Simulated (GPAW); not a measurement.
A run of GPAW 26.7.0 is set up as follows.

File run.py:

```python
from ase import Atoms
from ase.filters import FrechetCellFilter
from ase.io import write
from ase.optimize import BFGS
from ase.units import GPa
from gpaw import GPAW, PW

atoms = Atoms(['Co', 'O'],
              cell=[[-1.50800044, 1.50800044, 2.10725036],
                    [1.50800044, -1.50800044, 2.10725036],
                    [1.50800044, 1.50800044, -2.10725036]],
              scaled_positions=[[0.0, 0.0, 0.0],
                                [0.5, 0.5, 0.0]],
              pbc=True)
atoms.set_initial_magnetic_moments([2.0, 0.0])

calc = GPAW(mode=PW(800),
            xc='PBE',
            kpts={'size': (9, 9, 9), 'gamma': True},
            occupations={'name': 'fermi-dirac', 'width': 0.05},
            nbands=17,
            convergence={'density': 1e-05, 'forces': 0.0001},
            maxiter=150,
            txt='gpaw.txt')
atoms.calc = calc
opt = BFGS(FrechetCellFilter(atoms, scalar_pressure=30 * GPa), trajectory='relax.traj', logfile='-')
done = opt.run(fmax=0.02, steps=60)
calc.write('gs.gpw')
write('result.traj', atoms)
print('Converged:', done)
print('Cell:', atoms.cell.cellpar().round(4))
print('Volume:', round(atoms.get_volume(), 4))
print(atoms.get_scaled_positions().round(5))
```

Potentials or basis: GPAW PAW data sets (gpaw-data 1.2.1), pw.

The run is started by

```console
$ OMP_NUM_THREADS=1 python run.py
```

(1) Estimate the space group after relaxing (to 0.05 Å).

(2) Estimate the relaxed cell.

## Answers

(1) Fm-3m (No. 225).

(2) a = 2.858 Å, b = 2.858 Å, c = 2.858 Å, α = 120.00°, β = 120.00°, γ = 89.99°.

Caveat: each step starts from the last one's moments, so a moment once lost doesn't come back; later steps reuse the first step's grids; a cell with one magnetic atom can't hold antiferromagnetic order, which such compounds often take.
